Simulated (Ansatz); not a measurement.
# Ru: the cost of one run

Computed with Ansatz 0.2.0 (DFT PBE, scalar-relativistic, plane waves, PAW, unless a step's input says otherwise).

2 further runs of the same task are left out: 1 that didn't finish, 1 set aside as unsound or not needed. Runs told in other sessions of the task aren't counted.

### Step 1. The system as given

It takes space group P6_3/mmc (No. 194, hexagonal). Conventional cell: a = 2.720 Å, b = 2.720 Å, c = 4.297 Å, α = 90.00°, β = 90.00°, γ = 120.00°. Ru (site symmetry -6m2) has 12 Ru at 2.66 to 2.72 Å in its first shell of neighbours.

Structure file:

```
Ru
1.0
     2.72003    0.00000    0.00000
    -1.36001    2.35561    0.00000
     0.00000    0.00000    4.29677
Ru
2
Direct
  0.33333 0.66667 0.25000
  0.66667 0.33333 0.75000
```

It is the result of an earlier relaxation at this level (volume 13.77 Å³/atom; gap on the mesh: none (metal)).

### Step 2. Zero of energy

Reference values: F = -11757.3850 eV; pressure 0.06 GPa; largest force 0.000 eV/Å; gap on the mesh none (metal). It was computed beforehand with the settings of the runs below.

### Step 3. Next: energy and stress against strain

The cell is strained by ε times the Voigt pattern (0, 0, 1, 0, 0, 0) (xx, yy, zz, yz, xz, xy; engineering shear), with fractional coordinates fixed (clamped ions). The stress on the pattern is the sum of the stress components weighted by it, tension positive.

### Step 4. ε = -0.0600

Contents of input.yaml:

```yaml
crystal:
  lattice:
    - [2.7200250908, 0.0, 0.0]
    - [-1.3600125454, 2.3556108275, 0.0]
    - [0.0, 0.0, 4.0389633268]
  atoms:
    - { symbol: Ru, position: [0.3333333333, 0.6666666667, 0.25] }
    - { symbol: Ru, position: [0.6666666667, 0.3333333333, 0.75] }
basis:
  ecutwfc: 420
kpoints:
  mp_grid: { grid: [24, 24, 14] }
hamiltonian:
  xc: pbe
scf:
  occupations: { method: gaussian, width: 0.15 }
output:
  forces: true
  stress: true
  eigenvalues: true
```

Run with:

```console
$ ansatz run input.yaml --threads 1 --pin off --max-ram 2560MiB --backend cpu --events-out ev --progress --plain --runs-dir out
```

What time and memory should one allow on 1 thread of Intel Xeon at 2.50GHz (Skylake/Cascade Lake), shared host?

About 27 s, with a peak of 0.49 GiB.
